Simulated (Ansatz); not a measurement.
Take GeO₂ in the rutile structure (space group P4_2/mnm, No. 136; a = 4.4875 Å, c = 2.9050 Å) as the base.

Calculations: PBE (Ansatz, a quantum-chemistry and plane-wave program; PAW; 420 eV plane waves; no SOC).

Before the change:

| Item | Result |
|---|---|
| Volume per atom | 9.75 Å³ |

Perturbation: a hydrostatic pressure of 45 GPa.

Task: Estimate the effect on the volume per atom.

Result: The volume per atom drops by 1.37 Å³ to 8.38 Å³.

Load acts through the strain it causes; cell and atoms are relaxed under it. Whether these cells are dynamically stable was not tested. No other phases were tried under pressure.
